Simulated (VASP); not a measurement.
# WS2 in VASP: notebook, part 2 of 2

VASP 6.6.1. The steps go on from the part before.

## Step 4: Work function, HSE06

POSCAR reads:

```
WS2                                     
1.0
    3.1734272806      0.0000000000      0.0000000000
   -1.5867136403      2.7482686421      0.0000000000
    0.0000000000      0.0000000000     19.1400000000
  S               W             
     2     1
Direct
     0.6666669999999968    0.3333330000000032    0.4183320106124569
     0.6666669999999968    0.3333330000000032    0.5816679893875432
     0.3333330000000032    0.6666669999999968    0.5000000000000000
```

INCAR.step1 reads:

```
PREC = Accurate ; ENCUT = 520
EDIFF = 1E-5 ; ISMEAR = 0
SIGMA = 0.03 ; LREAL = False
LASPH = True ; NELM = 60
ALGO = Normal ; ISIF = 2
LWAVE = True ; LDIPOL = True
IDIPOL = 3 ; DIPOL = 0.5 0.5 0.500
GGA = PE ; KPAR = 4
```

INCAR.step2 reads:

```
PREC = Accurate ; ENCUT = 520
EDIFF = 1E-6 ; ISMEAR = 0
SIGMA = 0.03 ; LREAL = False
LASPH = True ; NELM = 60
ALGO = Normal ; ISIF = 2
LWAVE = False ; LCHARG = True
LDIPOL = True ; IDIPOL = 3
DIPOL = 0.5 0.5 0.500 ; GGA = PE
LHFCALC = True ; HFSCREEN = 0.2
PRECFOCK = Fast ; LVHAR = True
LVACPOTAV = True ; ISTART = 1
KPAR = 4
```

KPOINTS reads:

```
regular mesh
0
Gamma
  6 6 1
```

Potentials or basis: VASP PAW PBE potentials, release 64 (S, W_sv).

Launch:

```bash
$ cat potpaw_PBE.64/S/POTCAR potpaw_PBE.64/W_sv/POTCAR > POTCAR
$ cp INCAR.step1 INCAR
$ mpirun -np 4 vasp_std > vasp.out
$ cp INCAR.step2 INCAR
$ mpirun -np 4 vasp_std > vasp.out
```

OUTCAR:

```text
PREC = Accurate
   ENCUT = 520
   EDIFF = 1E-6
   ISMEAR = 0
   LREAL = False
   LASPH = True
   NELM = 60
   ISIF = 2
   GGA = PE
   LHFCALC = True
   HFSCREEN = 0.2
   PRECFOCK = Fast
   ISTART = 1

 ion  position               nearest neighbor table
   1  0.667  0.333  0.418-   3 2.41   3 2.41   3 2.41
   2  0.667  0.333  0.582-   3 2.41   3 2.41   3 2.41
   3  0.333  0.667  0.500-   1 2.41   2 2.41   1 2.41   2 2.41   1 2.41   2 2.41

  LATTYP: Found a hexagonal cell.
 ALAT       =     3.1734272806
 C/A-ratio  =     6.0313340460

  Lattice vectors:

 A1 = (   3.1734272806,   0.0000000000,   0.0000000000)
 A2 = (  -1.5867136403,   2.7482686421,   0.0000000000)
 A3 = (   0.0000000000,   0.0000000000,  19.1400000000)

Analysis of symmetry for initial positions (statically):
=====================================================================
 Subroutine PRICEL returns:
 Original cell was already a primitive cell.

 Routine SETGRP: Setting up the symmetry group for a
 hexagonal supercell.

 Subroutine GETGRP returns: Found 12 space group operations
 (whereof 12 operations were pure point group operations)
 out of a pool of 24 trial point group operations.

The static configuration has the point symmetry D_3h.

[... 160 lines left out ...]
 fundamental gap:      2.3420032199
 Fermi energy:        -1.9129766575

 k-point     1 :       0.0000    0.0000    0.0000
  band No.  band energies     occupation
      1     -80.1346      2.00000
      2     -42.9226      2.00000
      3     -42.7202      2.00000
      4     -42.7202      2.00000
      5     -18.5697      2.00000
      6     -16.7528      2.00000
[... 117 lines left out ...]
      4     -42.8345      2.00000
      5     -15.8528      2.00000
      6     -15.7567      2.00000
[... 9 lines left out ...]
     16       2.8236      0.00000
     17       4.5667      0.00000

------------------------ aborting loop because EDIFF is reached ----------------------------------------

  FORCE on cell =-STRESS in cart. coord.  units (eV):
  Direction    XX          YY          ZZ          XY          YZ          ZX
  --------------------------------------------------------------------------------------
  -------------------------------------------------------------------------------------
  Total       -0.9247708     -0.9247708     -0.9253351      0.0000000      0.0000000      0.0000000
  in kB       -8.8759538     -8.8759538     -8.8813693      0.0000000      0.0000000      0.0000000
  external PRESSURE =      -8.8777590 kB  Pullay stress =       0.0000000 kB

 VOLUME and BASIS-vectors are now :
 -----------------------------------------------------------------------------
  energy-cutoff  :      520.00
  volume of cell :      166.93
      direct lattice vectors                 reciprocal lattice vectors
     3.173427281  0.000000000  0.000000000     0.315116721  0.181932724  0.000000000
    -1.586713640  2.748268642  0.000000000     0.000000000  0.363865448  0.000000000
     0.000000000  0.000000000 19.140000000     0.000000000  0.000000000  0.052246604

 POSITION                                       TOTAL-FORCE (eV/Angst)
 -----------------------------------------------------------------------------------
      1.58672      0.91609      8.00687        -0.000000      0.000000      0.285112
      1.58672      0.91609     11.13313        -0.000000      0.000000     -0.285112
     -0.00000      1.83218      9.57000         0.000000      0.000000      0.000000
 -----------------------------------------------------------------------------------
    total drift:                                0.000158     -0.000094     -0.000000

  FREE ENERGIE OF THE ION-ELECTRON SYSTEM (eV)
  ---------------------------------------------------
  free  energy   TOTEN  =       -28.1907848623 eV

  energy  without entropy=      -28.1907848623  energy(sigma->0) =      -28.19078486

 vacuum level on the upper side and lower side of the slab         3.997         3.997
```

OUTCAR.step1:

```text
PREC = Accurate
   ENCUT = 520
   EDIFF = 1E-5
   ISMEAR = 0
   LREAL = False
   LASPH = True
   NELM = 60
   ISIF = 2
   GGA = PE

[... 350 lines left out ...]
      1.58672      0.91609     11.13313         0.000000     -0.000000      0.266287
     -0.00000      1.83218      9.57000        -0.000000      0.000000      0.000000
 -----------------------------------------------------------------------------------
    total drift:                                0.000149     -0.000086      0.000000

  FREE ENERGIE OF THE ION-ELECTRON SYSTEM (eV)
  ---------------------------------------------------
  free  energy   TOTEN  =       -23.6663284643 eV

  energy  without entropy=      -23.6663284643  energy(sigma->0) =      -23.66632846

 vacuum level on the upper side and lower side of the slab         3.776         3.776
```

Run time: 2 min. Hardware: 4 MPI ranks of Intel Xeon Platinum 8488C (Sapphire Rapids), shared host; peak memory 0.37 GiB.

Results:

```
Free energy                            : -28.1908 eV
Largest force                          : 0.285 eV/Å
Band gap on the k mesh                 : 2.34 eV, direct
Ionisation potential of the upper face : 6.09 eV
```

Forces on the atoms (eV/Å):
```
S    0.000  0.000  0.285
S    0.000  0.000 -0.285
W    0.000  0.000  0.000
```

Caveat: the PAW data sets were made with another functional, which shifts forces and pressure a little; spin-orbit coupling is left out, which moves the levels of the heavy elements.

## Step 5: The runs side by side

| level | spin | k mesh | further INCAR settings | grid for exact exchange (PRECFOCK) | screening parameter | gap on the mesh (eV) | largest force (eV/Å) |
| --- | --- | --- | --- | --- | --- | --- | --- |
| PBEsol | off | 12 × 12 × 1 | ALGO = Fast; EDIFF = 1e-06 | - | - | 1.83 | 0.11 |
| PBEsol | non-collinear, zero start, SOC | 12 × 12 × 1 | ALGO = Fast; EDIFF = 1e-06 | - | - | - | 0.08 |
| HSE06 | off | 6 × 6 × 1 | ALGO = Normal; EDIFF = 1e-06 | Fast | 0.2 1/A | 2.34 | 0.29 |

Alike in all rows: task work function; potentials or basis VASP PAW PBE potentials, release 64 (S, W_sv); cell as given; cutoff (eV) 520; smearing gaussian 0.03 eV.

Caveats: the PAW data sets were made with another functional, which shifts forces and pressure a little; spin-orbit coupling is left out, which moves the levels of the heavy elements (some runs).

Absolute energies hang on the potentials; compare differences alone.
